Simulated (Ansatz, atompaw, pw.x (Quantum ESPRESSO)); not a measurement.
**tantalum: one change to the PAW (atompaw) potential, in the atom and in the sc crystal**

```json
{"Element": "Ta", "Generator": "atompaw 4.2.0.5", "Type": "PAW", "Functional": "PBE", "Relativity": "scalar-relativistic", "Frozen core": "[Kr] 4d10 4f14", "Valence charge": "13", "Reference configuration": "5s2 5p6 5d3.5 6s1.5 6p0", "Partial waves": "5s (bound): rc 1.50 bohr; 6s (bound): rc 3.00 bohr; 5p (bound): rc 2.00 bohr; 6p (bound, empty): rc 3.00 bohr; 5d (bound): rc 3.00 bohr; 5d channel at 4.55 Ry: rc 3.00 bohr", "Local potential": "troulliermartins scheme with l = 3 at 0 Ry, radius 2.55 bohr", "Core correction": "smooth core density matched at 2.60 bohr", "Augmentation charge": "gaussian compensation charge, radius 2.85 bohr; PAW radius 3.00 bohr; waves and projectors: custom polynom gramschmidtortho"}
```

Change: wave 6p (bound): rc 3.00 bohr becomes 6p (bound): rc 2.30 bohr.

Cutoffs, loose and tight: the cutoffs (Ry, on a coarse ladder) from which the occupation-weighted sum of valence levels, in a spherical-Bessel basis at the reference potential, stays within 10 and 1 mRy of its value at 400 Ry. They see the waves and projectors alone, not the compensation charge or the core.

Crystal test: sc Ta in pw.x 7.5, no spin, 12³ k-points, Fermi–Dirac smearing 0.01 Ry, cutoffs set for each file from its atomic test. The reference is all-electron LAPW (Ansatz 0.2.0) with the same functional, mesh and smearing; V0 and B0 come from Birch–Murnaghan fits to the pressures at five volumes. Errors are pseudo minus all-electron; Δ is the rms difference of the E(V) curves that follow from these fits, minima aligned, over ±6 % about the mean V0. Mesh and smearing are coarse, so the numbers serve the comparison and aren't converged zero-temperature values; the lattice is a test structure that the element need not adopt.

All-electron: a0 = 2.742 Å (V0 = 20.63 Å³/atom), B0 = 143.1 GPa.

**Question.** Does the change bring the crystal closer to the all-electron result?

**Answer.** The mean pressure error goes from -0.85 to +0.17 GPa, so the change moves the solid closer to the all-electron pressures. The B0 error goes the other way, from +1.3 to +2.5 %. At 80 % of its cutoff the pressure of the changed file moves by -0.35 GPa.

```tsv
quantity	base	changed
outcome (atom)	generated	generated
cutoff, loose (atom)	25 Ry	25 Ry
cutoff, tight (atom)	35 Ry	35 Ry
bound ghosts (atom)	none	none
cutoffs in pw.x (Ry)	45/450	45/450
a0 (Å)	2.737	2.743
a0 error (%)	-0.20	+0.03
B0 error (%)	+1.3	+2.5
Δ (meV/atom)	3.8	0.7
mean pressure error (GPa)	-0.85	+0.17
```

Base: The largest radius (3.00 bohr) exceeds half the bond length (2.58 bohr), so the spheres overlap, which is one possible source of error among others. Changed file: The largest radius (3.00 bohr) exceeds half the bond length (2.58 bohr), so the spheres overlap, which is one possible source of error among others. The atomic cutoffs weigh occupied waves only.
